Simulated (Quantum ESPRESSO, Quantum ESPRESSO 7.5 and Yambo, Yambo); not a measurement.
# Quasiparticle gap of SiC (Moissanite) in Yambo

Aim: the G0W0 gap of SiC (Moissanite) on PBE, step by step.

Main program and level: Quantum ESPRESSO 7.5 and Yambo 5.3.0; PBE and many-body steps on it, plane waves.

**The experiments to reproduce.**

- Gap 3.33 eV: band gap at cryogenic temperature; bulk crystal (literature value) (quoted in “Silicon carbide diodes for neutron detection”, 2020, arxiv:2009.14696).

Most raw output is cut from this account.

## Step 1: Set-up

It takes space group P6_3mc (No. 186, hexagonal). The conventional cell has a = 3.076 Å, b = 3.076 Å, c = 5.048 Å, α = 90.00°, β = 90.00°, γ = 120.00°. Nearest to Si lie 4 C at 1.87 to 1.94 Å. Nearest to C lie 4 Si at 1.87 to 1.94 Å. Farther neighbours are not listed.

Coordinates:

```cif
data_structure
_symmetry_space_group_name_H-M 'P 1'
_symmetry_Int_Tables_number 1
_cell_length_a 3.0760
_cell_length_b 3.0760
_cell_length_c 5.0480
_cell_angle_alpha 90.000
_cell_angle_beta 90.000
_cell_angle_gamma 120.000
_cell_volume 41.36
loop_
_atom_site_label
_atom_site_type_symbol
_atom_site_fract_x
_atom_site_fract_y
_atom_site_fract_z
_atom_site_occupancy
Si1 Si 0.33333 0.66667 0.00000 1
Si2 Si 0.66667 0.33333 0.50000 1
C3 C 0.33333 0.66667 0.38500 1
C4 C 0.66667 0.33333 0.88500 1
```

The cell and positions come from the Crystallography Open Database and are kept as given unless a step says otherwise.

## Step 2: Ground state

This step: Quantum ESPRESSO 7.5; DFT, PBE, plane waves, norm-conserving pseudopotentials.

The ground-state density comes first.

pw.in reads:

```
&control
  calculation = 'scf'
  prefix = 'x'
  outdir = 'o'
  pseudo_dir = 'pseudo'
/
&system
  ibrav = 0
  nat = 4
  ntyp = 2
  ecutwfc = 74.0
  nbnd = 14
  force_symmorphic = .true.
/
&electrons
  conv_thr = 1e-10
  electron_maxstep = 80
  mixing_beta = 0.5
/
ATOMIC_SPECIES
  Si 28.085 Si.upf
  C 12.011 C.upf
CELL_PARAMETERS angstrom
  3.0760000000 0.0000000000 0.0000000000
  -1.5380000000 2.6638941420 0.0000000000
  0.0000000000 0.0000000000 5.0480000000
ATOMIC_POSITIONS crystal
  Si 0.3333333333 0.6666666667 0.0000000000
  Si 0.6666666667 0.3333333333 0.5000000000
  C 0.3333333333 0.6666666667 0.3850000000
  C 0.6666666667 0.3333333333 0.8850000000
K_POINTS automatic
  6 6 4 0 0 0
```

Run with:

```bash
> OMP_NUM_THREADS=1 mpirun -n 4 pw.x -nk 4 -in pw.in > pw.out
```

The job ended after 4.5 s (4 MPI ranks of Arm Neoverse V1, shared host; peak memory 0.23 GiB).

This step gave:

```yaml
total_energy: -558.8583 eV
gap: 2.329 eV
k_of_the_valence_top: 0, 0, 0
k_of_the_conduction_bottom: 0.3333, 0.3333, 0
least_direct_gap: 4.083 eV
```

The gap is indirect, with the least direct gap 1.75 eV higher.

## Step 3: Bands along the symmetry lines

Levels along a band path, at the cheap level, show where the edges lie and whether the meshes to come will hold them.

pw.in reads:

```
&control
  calculation = 'bands'
  prefix = 'x'
  outdir = 'o'
  pseudo_dir = 'pseudo'
/
&system
  ibrav = 0
  nat = 4
  ntyp = 2
  ecutwfc = 74.0
  nbnd = 14
  force_symmorphic = .true.
/
&electrons
  conv_thr = 1e-9
  electron_maxstep = 80
  diago_full_acc = .true.
  diago_thr_init = 5e-6
/
ATOMIC_SPECIES
  Si 28.085 Si.upf
  C 12.011 C.upf
CELL_PARAMETERS angstrom
  3.0760000000 0.0000000000 0.0000000000
  -1.5380000000 2.6638941420 0.0000000000
  0.0000000000 0.0000000000 5.0480000000
ATOMIC_POSITIONS crystal
  Si 0.3333333333 0.6666666667 0.0000000000
  Si 0.6666666667 0.3333333333 0.5000000000
  C 0.3333333333 0.6666666667 0.3850000000
  C 0.6666666667 0.3333333333 0.8850000000
K_POINTS crystal
  75
  0.00000000 0.00000000 0.00000000 1
  0.06250000 0.00000000 0.00000000 1
  0.12500000 0.00000000 0.00000000 1
  0.18750000 0.00000000 0.00000000 1
  0.25000000 0.00000000 0.00000000 1
  0.31250000 0.00000000 0.00000000 1
  0.37500000 0.00000000 0.00000000 1
  0.43750000 0.00000000 0.00000000 1
  0.50000000 0.00000000 0.00000000 1
  0.47916667 0.04166667 0.00000000 1
  0.45833333 0.08333333 0.00000000 1
  0.43750000 0.12500000 0.00000000 1
  0.41666666 0.16666666 0.00000000 1
  0.39583333 0.20833333 0.00000000 1
  0.37500000 0.25000000 0.00000000 1
  0.35416666 0.29166666 0.00000000 1
  0.33333333 0.33333333 0.00000000 1
  0.29166666 0.29166666 0.00000000 1
  0.25000000 0.25000000 0.00000000 1
  0.20833333 0.20833333 0.00000000 1
  0.16666666 0.16666666 0.00000000 1
  0.12500000 0.12500000 0.00000000 1
  0.08333333 0.08333333 0.00000000 1
  0.04166667 0.04166667 0.00000000 1
  0.00000000 0.00000000 0.00000000 1
  0.00000000 0.00000000 0.06250000 1
  0.00000000 0.00000000 0.12500000 1
  0.00000000 0.00000000 0.18750000 1
  0.00000000 0.00000000 0.25000000 1
  0.00000000 0.00000000 0.31250000 1
  0.00000000 0.00000000 0.37500000 1
  0.00000000 0.00000000 0.43750000 1
  0.00000000 0.00000000 0.50000000 1
  0.06250000 0.00000000 0.50000000 1
  0.12500000 0.00000000 0.50000000 1
  0.18750000 0.00000000 0.50000000 1
  0.25000000 0.00000000 0.50000000 1
  0.31250000 0.00000000 0.50000000 1
  0.37500000 0.00000000 0.50000000 1
  0.43750000 0.00000000 0.50000000 1
  0.50000000 0.00000000 0.50000000 1
  0.47916667 0.04166667 0.50000000 1
  0.45833333 0.08333333 0.50000000 1
  0.43750000 0.12500000 0.50000000 1
  0.41666666 0.16666666 0.50000000 1
  0.39583333 0.20833333 0.50000000 1
  0.37500000 0.25000000 0.50000000 1
  0.35416666 0.29166666 0.50000000 1
  0.33333333 0.33333333 0.50000000 1
  0.29166666 0.29166666 0.50000000 1
  0.25000000 0.25000000 0.50000000 1
  0.20833333 0.20833333 0.50000000 1
  0.16666666 0.16666666 0.50000000 1
  0.12500000 0.12500000 0.50000000 1
  0.08333333 0.08333333 0.50000000 1
  0.04166667 0.04166667 0.50000000 1
  0.00000000 0.00000000 0.50000000 1
  0.50000000 0.00000000 0.50000000 1
  0.50000000 0.00000000 0.43750000 1
  0.50000000 0.00000000 0.37500000 1
  0.50000000 0.00000000 0.31250000 1
  0.50000000 0.00000000 0.25000000 1
  0.50000000 0.00000000 0.18750000 1
  0.50000000 0.00000000 0.12500000 1
  0.50000000 0.00000000 0.06250000 1
  0.50000000 -0.00000000 0.00000000 1
  0.33333333 0.33333333 0.50000000 1
  0.33333333 0.33333333 0.43750000 1
  0.33333333 0.33333333 0.37500000 1
  0.33333333 0.33333333 0.31250000 1
  0.33333333 0.33333333 0.25000000 1
  0.33333333 0.33333333 0.18750000 1
  0.33333333 0.33333333 0.12500000 1
  0.33333333 0.33333333 0.06250000 1
  0.33333333 0.33333333 0.00000000 1
```

Run time: 4.5 s. Hardware: 4 MPI ranks; peak memory 0.21 GiB.

This step gave:

- gap: 2.329 eV
- k of the valence top: 0, 0, 0
- k of the conduction bottom: 0.3333, 0.3333, 0
- least direct gap: 4.083 eV

The gap is 2.329 eV, as in the run before at this level.

Electronic bands along the path, in eV, zero at the top of the highest filled band; v1 is the highest filled band, c1 the lowest empty one:

```csv
point,v4,v3,v2,v1,c1,c2,c3,c4
Γ,-1.56,-0.28,-0.28,0.00,4.62,6.02,6.51,6.51
halfway,-3.22,-2.75,-0.93,-0.90,3.89,5.73,6.97,7.71
M,-5.44,-3.55,-3.26,-1.49,2.60,4.20,6.75,7.21
halfway,-5.48,-4.79,-3.34,-2.83,3.26,4.96,7.50,8.29
K,-6.51,-4.12,-4.04,-4.04,2.33,7.98,8.65,8.65
halfway,-4.36,-3.07,-1.73,-1.17,5.10,5.66,6.81,6.96
Γ,-1.56,-0.28,-0.28,0.00,4.62,6.02,6.51,6.51
halfway,-1.39,-1.39,-0.49,-0.49,4.90,6.63,6.63,6.85
A,-0.97,-0.97,-0.97,-0.97,5.71,5.71,7.17,7.17
halfway,-3.07,-3.07,-1.96,-1.96,4.36,4.36,7.13,7.13
L,-2.69,-2.69,-2.34,-2.34,3.17,3.17,5.00,5.00
halfway,-4.46,-4.46,-1.95,-1.95,4.12,4.12,6.12,6.12
H,-5.86,-5.86,-1.75,-1.75,4.82,4.82,5.97,5.97
halfway,-3.19,-3.19,-2.64,-2.64,5.03,5.03,7.34,7.34
A,-0.97,-0.97,-0.97,-0.97,5.71,5.71,7.17,7.17
jump to L,-2.69,-2.69,-2.34,-2.34,3.17,3.17,5.00,5.00
halfway,-4.17,-3.32,-2.34,-1.90,2.93,3.18,6.41,6.84
M,-5.44,-3.55,-3.26,-1.49,2.60,4.20,6.75,7.21
jump to H,-5.86,-5.86,-1.75,-1.75,4.82,4.82,5.97,5.97
halfway,-6.66,-4.76,-2.85,-2.85,3.52,6.34,6.34,7.68
K,-6.51,-4.12,-4.04,-4.04,2.33,7.98,8.65,8.65
```

## Step 4: Empty states on the mesh, 3×3×4 mesh, 101 bands

The sums over transitions need many empty states on a uniform mesh; this step solves for them.

pw.in reads:

```
&control
  calculation = 'nscf'
  prefix = 'x'
  outdir = 'o'
  pseudo_dir = 'pseudo'
/
&system
  ibrav = 0
  nat = 4
  ntyp = 2
  ecutwfc = 74.0
  nbnd = 101
  force_symmorphic = .true.
/
&electrons
  conv_thr = 1e-9
  electron_maxstep = 80
  diago_full_acc = .true.
  diago_thr_init = 5e-6
/
ATOMIC_SPECIES
  Si 28.085 Si.upf
  C 12.011 C.upf
CELL_PARAMETERS angstrom
  3.0760000000 0.0000000000 0.0000000000
  -1.5380000000 2.6638941420 0.0000000000
  0.0000000000 0.0000000000 5.0480000000
ATOMIC_POSITIONS crystal
  Si 0.3333333333 0.6666666667 0.0000000000
  Si 0.6666666667 0.3333333333 0.5000000000
  C 0.3333333333 0.6666666667 0.3850000000
  C 0.6666666667 0.3333333333 0.8850000000
K_POINTS automatic
  3 3 4 0 0 0
```

Run time: 6.3 s. Hardware: 4 MPI ranks; peak memory 0.29 GiB.

This step gave:

```
gap                                                           : 2.329 eV
k of the valence top                                          : 0, 0, 0
k of the conduction bottom                                    : 0.3333, 0.3333, 0
least direct gap                                              : 4.403 eV
k points computed                                             : 10
lowest point of the top converged band, above the valence top : 81.0840 eV
```

On this mesh the gap is 2.329 eV.

## Step 5: Conversion and set-up

This step: Yambo 5.3.0; conversion and set-up on PBE, plane waves, norm-conserving pseudopotentials.

The states are converted to the many-body program's format and the q mesh is built.

Run with:

```bash
> (cd o/x.save; p2y > p2y.log; mv SAVE ../..); yambo > setup.log
```

It took 2.1 s on 1 MPI rank; peak memory 0.23 GiB.

## Step 6: Screening and self-energy, 3×3×4 mesh, 101 bands, screening to 129.3 eV

Now the one-shot GW correction: screening in the RPA, then the self-energy of the levels asked for.

This step: G0W0 on PBE, plane waves, norm-conserving pseudopotentials.

gw1.in reads:

```
HF_and_locXC
gw0
dyson
ppa
em1d
rim_cut
RandQpts= 1000000
RandGvec= 1 RL
EXXRLvcs= 74 Ry
VXCRLvcs= 296 Ry
Chimod= "HARTREE"
% BndsRnXp
 1 | 101 |
%
NGsBlkXp= 9.5 Ry
% LongDrXp
 1 | 1 | 1 |
%
% GbndRnge
 1 | 101 |
%
DysSolver= "n"
ExtendOut
PPAPntXp= 27.21138 eV
% QPkrange
 1 | 10 | 1 | 14 |
%
```

Run with:

```bash
> OMP_NUM_THREADS=1 mpirun -n 4 yambo -F gw1.in -J gw1 -C gw1 > gw1.log
```

It took 2.5 min on 4 MPI ranks; peak memory 1.5 GiB.

Numbers from this step:

| Item | Value |
| --- | --- |
| G0W0 gap on the mesh | 2.833 eV |
| starting gap on the mesh | 2.329 eV |
| k of the valence top | 0, 0, 0 |
| k of the conduction bottom | 0.3333, 0.3333, 0 |
| least direct G0W0 gap on the computed points | 5.262 eV |
| Z at the valence top | 0.8007 |
| Z at the conduction bottom | 0.8285 |

The gap on the mesh goes from 2.33 eV to 2.83 eV, a correction of +0.50 eV.

Limits: finite bands, cutoff and mesh; coarse k mesh. v1 is the top filled band, c1 the lowest empty one. Levels before and after the correction, in eV, zero at the valence-band top of each column:

```csv
,conduction bottom,valence top
Kohn-Sham,2.33,0.00
G0W0,2.83,0.00
```

```csv
,level,energy (eV)
Kohn-Sham,Γ v3-v2,-0.275
Kohn-Sham,Γ v1,0.000
Kohn-Sham,Γ c1,4.620
Kohn-Sham,Γ c2,6.019
Kohn-Sham,Γ c3,6.509
Kohn-Sham,(0.333 0.333 0) v3,-4.120
Kohn-Sham,(0.333 0.333 0) v2-v1,-4.042
Kohn-Sham,(0.333 0.333 0) c1,2.329
Kohn-Sham,(0.333 0.333 0) c2,7.984
Kohn-Sham,(0.333 0.333 0) c3,8.646
G0W0,Γ v3-v2,-0.366
G0W0,Γ v1,0.000
G0W0,Γ c1,5.415
G0W0,Γ c2,6.781
G0W0,Γ c3,7.203
G0W0,(0.333 0.333 0) v3,-4.602
G0W0,(0.333 0.333 0) v2-v1,-4.491
G0W0,(0.333 0.333 0) c1,2.833
G0W0,(0.333 0.333 0) c2,8.972
G0W0,(0.333 0.333 0) c3,9.705
```

## Step 7: Where the time went

Times are wall times on the hardware named with each run, good to a factor of about two.

```csv
step,time,share,memory (GiB)
ground state,4.5 s,3 %,0.23
bands along the symmetry lines,4.5 s,3 %,0.21
empty states on the mesh,6.3 s,4 %,0.29
conversion and set-up,2.1 s,1 %,0.23
screening and self-energy,2.5 min,90 %,1.5
```

## Step 8: Results

```
PBE gap              : 2.33 eV, indirect
G0W0 gap on the mesh : 2.83 eV
GW settings          : 3×3×4 mesh, 101 bands, screening to 129.3 eV, Godby-Needs plasmon pole
known limits         : not at the basis limit; coarse k mesh
```

What this shows: G0W0 moves the gap on the mesh from 2.33 eV to 2.83 eV (+0.50 eV), with Z of 0.80 and 0.83 at the edges. The dearest step here is «screening and self-energy». Against experiment, by G0W0@PBE: the gap of 2.83 eV lies −0.50 eV from the measured 3.33 eV (kind not stated, quoted 2020). The calculation has static nuclei and no excitons; a measured gap holds zero-point and thermal motion, which mostly lowers it. Bands and cutoff are finite, so the gap is not at the basis limit. The miss can reach some tenths of an eV and take either sign; the mesh is an error of its own. The 3×3×4 mesh is coarse for this cell, which bears on the long-range parts of exchange and screening.

[Paths, hosts, dates, memory and timing lines, banners, echoed tables and standing remarks are left out of the program output.]

[Logs are printed without paths, hosts, clocks, repeated set-up lines and the standing remarks that a program may print on its own settings, such as how far it seeks lower states.]

[Runs of the session that timed out or met a known fault of the program may be left out.]

[Hosts, paths, dates, database ids (printed as entryN), source tags and the programs' standing remarks are cut or masked in the printed files.]
